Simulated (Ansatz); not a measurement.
Pressure coefficients of MnO

```
CELL_PARAMETERS angstrom
0.00000 2.22200 2.22200
2.22200 0.00000 2.22200
2.22200 2.22200 0.00000
ATOMIC_POSITIONS crystal
Mn 0.00000 0.00000 0.00000
O 0.50000 0.50000 0.50000
```

The cell is COD entry 1514105, as deposited and not checked against the literature; nothing was relaxed.

Semilocal functionals without U often leave such compounds metallic or with too small a gap, and the real magnetic order may differ.

Other magnetic orders may lie lower; this is the state that the run reached.

All numbers below come from Ansatz 0.2.0, DFT, PBE, all-electron LAPW, scalar-relativistic.

Settings: a Γ-centred 14×14×14 k mesh, Fermi–Dirac smearing of 0.05 eV, basis error target 1 meV/atom, spin-polarised from start moments Mn1 4 μB.

The cell is scaled evenly with fractional coordinates held.

```json
{"V/V(cell)": "0.9700", "P (GPa)": "3.31", "cell moment (μB)": "4.680"}
{"V/V(cell)": "1.0000", "P (GPa)": "-0.23", "cell moment (μB)": "4.757"}
{"V/V(cell)": "1.0300", "P (GPa)": "-3.22", "cell moment (μB)": "4.829"}
{"V/V(cell)": "1.0600", "P (GPa)": "-5.89", "cell moment (μB)": "4.892"}
```

Q: From the rows at 0.9700 and 1.0300, what is the bulk modulus at the cell's volume?

A: B = −ΔP/Δln V = −[(-3.22) − (3.31)]/0.06002 = 108.8 GPa.

In a magnetic metal the moment, and with it the modulus, depend on the k mesh by some per cent, and the slopes vary along the table.

Q: How does the moment scale with volume?

A: dln M/dln V = ln(4.829/4.680)/0.06002 = 0.5: expansion raises it.

Q: Predict the row at V/V(cell) = 0.9405. How far is a linear estimate of P off?

A: P = 6.99 GPa, moment 4.582 μB. The linear estimate P(cell) − B ln(V/V(cell)) = 6.44 GPa misses by 0.55 GPa, since the modulus grows under compression.
